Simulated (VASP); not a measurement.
Input of a VASP 6.6.1 run:

The input INCAR:

```
  PREC = Accurate
  ENCUT = 600
  EDIFF = 1E-6
  ISMEAR = 0
  SIGMA = 0.03
  LREAL = F
  LASPH = T
  NELM = 80
  ALGO = Normal
  ISIF = 3
  LWAVE = F
  LCHARG = F
  GGA = MK
  LUSE_VDW = T
  AGGAC = 0.0
  PARAM1 = 0.1234
  PARAM2 = 0.711357
  ZAB_VDW = -1.8867
  IBRION = 2
  NSW = 90
  EDIFFG = -0.01
  KPAR = 2
```

File KPOINTS:

```
Automatic mesh
0
Gamma
  9 9 5
```

Contents of POSCAR:

```
ZrSe2
1.0
    3.7980000000      0.0000000000      0.0000000000
   -1.8990000000      3.2891644836      0.0000000000
    0.0000000000      0.0000000000      6.1920000000
Zr Se
1 2
Direct
    0.0000000000      0.0000000000      0.0000000000
    0.3333333333      0.6666666667      0.2500000000
    0.6666666667      0.3333333333      0.7500000000
```

Potentials or basis: VASP PAW PBE potentials, release 64 (Zr_sv, Se).

Run with:

```console
$ cat potpaw_PBE.64/Zr_sv/POTCAR potpaw_PBE.64/Se/POTCAR > POTCAR
$ mpirun -np 2 vasp_std > vasp.out
```

(1) What does it give for the relaxed volume?

(2) Estimate the band gap on the k mesh.

## Answers

(1) 25.18 Å³/atom.

(2) 0.20 eV, indirect (least direct gap 1.00 eV).

Caveat: the PAW data sets were made with another functional, which shifts forces and pressure a little; an odd mesh through Γ misses points on the zone boundary, where band edges often lie.
